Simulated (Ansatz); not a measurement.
Consider CsPbI₃ in the cubic perovskite structure (space group Pm-3m, No. 221; a = 6.333 Å). Axes: x, y, z lie along the cube axes.

All numbers come from r2SCAN (Ansatz, a first-principles code, PAW, no SOC).

A first run, uniaxial strain ε_xx = −2.48 %, gives secant values C11 ≈ 46 GPa and C12 ≈ 5.4 GPa from its stress. A second run applies isotropic strain −2.87 %.

Q: What does linear elasticity predict for the bulk modulus −ΔP/(ΔV/V₀) in the second run, and what does the run give?

A: Linear elasticity: (C11 + 2 C12)/3 = 19 GPa. The run gives 21 GPa; any difference comes from nonlinear terms at these strains and numerical noise.

Whether these cells are dynamically stable was not tested. Many cubic perovskites are stable only at high temperature; tilts and polar distortions were not tested. This is not the structure that CsPbI3 has at room temperature and ambient pressure.
